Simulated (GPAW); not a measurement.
Crystal: InP.

```
CELL_PARAMETERS angstrom
0.00000 2.93050 2.93050
2.93050 0.00000 2.93050
2.93050 2.93050 0.00000
ATOMIC_POSITIONS crystal
In 0.00000 0.00000 0.00000
P 0.75000 0.75000 0.75000
```

Base run:

```yaml
Program: GPAW 26.7.0
Functional: LDA
Potentials_or_basis: the program's PAW data sets (release 1.2.1) made for this functional
Cutoff: 450 eV
Basis: pw
k_mesh: 6 × 6 × 6
Occupations: fermi-dirac, width 0.05 eV
Spin: no spin polarisation
```

Its results: band gap on the k mesh 0.47 eV, direct.

**Question.** The run is repeated on the same cell with these changes: functional from LDA to GLLB-SC; cutoff from 450 eV to 600 eV. What comes out?

**Answer.** Band gap on the k mesh with the derivative discontinuity 1.54 eV.

Caveats: spin-orbit coupling is left out, which moves the levels of the heavy elements; the GLLB-SC gap is the Kohn-Sham gap of the path plus the derivative discontinuity (some runs); a model potential gives levels but no total energy (some runs).

A k mesh can miss the band edges.

Not every run made on this cell is shown here.
